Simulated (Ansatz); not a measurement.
An Ansatz input:

```yaml
crystal:
  lattice:
    - [-1.5401095805, 1.5401095805, 1.5401095805]
    - [1.5401095805, -1.5401095805, 1.5401095805]
    - [1.5401095805, 1.5401095805, -1.5401095805]
  atoms:
    - { symbol: Si, position: [0.0, 0.0, 0.0] }
hamiltonian:
  xc: pbe
  pseudopotentials:
    kind: paw
    azcp:
      Si: "pseudopotentials/Si.paw.azcp"
basis:
  ecutwfc: 420
  fft_grid_basis: typed
kpoints:
  mp_grid: { grid: [16, 16, 16], shift: [0, 0, 0] }
magnetization:
  spin_polarized: false
scf:
  occupations: { method: fermi_dirac, width: 0.1 }
  lower_state_search: "off"
output:
  stress: true
```

Output

```
Engine: ansatz 0.2.0, x86_64-unknown-linux-gnu
Pseudopotentials: kind: paw
Pseudopotential: Si, paw, valence charge 4, recommended cutoff 420 eV (normal) 
Functional definition: PBE
  parameter kappa = 0.804
  parameter beta = 0.06672455060314922
  exchange = pbe_x(kappa = kappa, mu = beta*pi^2/3)
  correlation = pbe_c(beta = beta)
Crystal: 1 atoms, lattice volume = 14.612 Å³
Basis set: ecut = 420 eV, 321 PW (Γ)
Bands: 6, of which v1, the nominal top of the filled ones, is band 2 counted from 1 (1 counted from 0)
Symmetry: 48 space group operations
Space group: Im-3m (ITA 229), of the structure as read, at distance tolerance 2.4e-5 Å
k-points: 145 of 4096
Non-local potential: Si, projectors of the file, l = 0: 2, l = 1: 2, l = 2: 2
PAW form: soft (Blöchl's): semilocal exchange-correlation on the pseudo side does not see the compensation charge
PAW one-centre angular grid: Si, 110 points (default); XC on 64 Gauss nodes
Initial density: superposition of atomic densities (neutral atoms: chi_scale 0, normalization atom), corrected by the library's trained network
Initial wavefunctions: pseudopotential atomic-orbital guess
Functional: x = pbe(κ = 0.804, μ = 0.2195149727645171), c = pbe(β = 0.06672455060314922)
SCF iter   1: F=—  HF=-635.297801 eV  |F-HF|=—  |Δ(HF+E_count)|=         —  Δρ=1.16e-3  dr2=6.48e-5  ethr=1.77e-3  ⟨swp⟩=5.1  Hψ=8277  notcnv=0
SCF iter   2: F=—  HF=-635.297871 eV  |F-HF|=—  |Δ(HF+E_count)|=   6.95e-5  Δρ=6.23e-4  dr2=2.13e-5  ethr=1.62e-6  ⟨swp⟩=1.8  Hψ=2165  notcnv=0
SCF iter   3: F=—  HF=-635.297901 eV  |F-HF|=—  |Δ(HF+E_count)|=   3.00e-5  Δρ=9.68e-5  dr2=1.28e-6  ethr=5.32e-7  ⟨swp⟩=2.1  Hψ=1138  notcnv=0
SCF iter   4: F=—  HF=-635.297900 eV  |F-HF|=—  |Δ(HF+E_count)|=   3.09e-7  Δρ=3.41e-5  dr2=1.76e-7  ethr=3.20e-8  ⟨swp⟩=1.0  Hψ=849  notcnv=0
iter 5 did not close the SCF: its close was put off for the readings that it lacked (scf_convergence_deferred on its scf_iter line)
SCF iter   5: F=-635.297900 eV  HF=-635.297900 eV  |F-HF|=1.58e-10  |Δ(HF+E_count)|=   7.33e-8  Δρ=1.79e-6  dr2=3.71e-10  ethr=4.39e-9  ⟨swp⟩=2.0  Hψ=1142  notcnv=0
SCF iter   6: F=-635.297900 eV  HF=-635.297900 eV  |F-HF|=5.00e-11  |Δ(HF+E_count)|=  1.08e-10  Δρ=9.18e-7  dr2=1.14e-10  ethr=9.27e-12  ⟨swp⟩=1.0  Hψ=2135  notcnv=0
SCF 1 converged in 6 iterations: F = -635.297900 eV  dr2 = 1.14e-10
SCF converged after 6 iterations
Free energy (F): -635.297900 eV
Harris-Foulkes:  -635.297900 eV  (|F-HF|=5.00e-11)
Internal energy: -635.280504 eV  (E = F + TS)
E sigma→0 (E₀):  -635.289202 eV
Entropy (-TS):   -0.017397 eV (-17.397 meV/atom)
Fermi energy:    10.450704 eV
--- Per-component energies (eV) ---
  E_band       = 19.685411
  E_kinetic    = 40.813404
  E_local      = 2.274662  (includes V_loc(G=0)·N_el)
  E_nonlocal   = 25.424831
  E_hartree    = 0.404032
  E_xc         = -55.971890
  E_vxc        = -47.764243  (∫ρ·V_xc dr)
  E_paw        = -512.121802  (= ΣΔE_a)
  E_vpaw       = -1.871322  (= ΣTr[D̂ρ^β])
  E_aug_tail   = 0.000008  (compensation charges beyond the density's cutoff)
  E_ewald      = -136.103748
  E_smearing   = -0.017397  (= −TS)
  E_closure    = 0.000000  (closes the sum)
  Σ components = -635.297900   (vs F -635.297900, Δ=0.00e0)
--- Stress (GPa, compression-positive) ---
        0.215233      -0.000000       0.000000
        0.000000       0.215233       0.000000
       -0.000000      -0.000000       0.215233
  P = ⅓ Tr σ = 0.2152 GPa (2.152 kbar)
```

Launched by

```sh
ansatz run input.yaml --threads 1 --pin off --max-ram 3584MiB --backend cpu --events-out ev --progress --plain --runs-dir out
```

On 1 thread of Intel(R) Xeon(R) Platinum 8259CL CPU @ 2.50GHz (Skylake/Cascade Lake) (shared host) this took about 1.6 s of wall time and 1.6 s of CPU time.
